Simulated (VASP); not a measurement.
GaP:

```
CELL_PARAMETERS angstrom
0.00000 2.72525 2.72525
2.72525 0.00000 2.72525
2.72525 2.72525 0.00000
ATOMIC_POSITIONS crystal
Ga 0.00000 0.00000 0.00000
P 0.75000 0.75000 0.75000
```

Base run:

* Program: VASP 6.6.1
* Functional: HSE06
* Potentials or basis: VASP PAW PBE potentials, release 64 (Ga_d, P)
* Cutoff: 520 eV
* k mesh: 6 × 6 × 6
* Occupations: gaussian, width 0.02 eV
* Spin: no spin polarisation

Its results: band gap on the k mesh 2.31 eV, indirect (least direct gap 2.81 eV); pressure 0.6 GPa.

Task: The run is repeated on the same cell with these changes: functional from HSE06 to PBE0. What comes out?

Result: Band gap on the k mesh 2.96 eV, indirect (least direct gap 3.45 eV); pressure 0.3 GPa.

Caveats: the PAW data sets were made with another functional, which shifts forces and pressure a little.

A k mesh can miss the band edges.
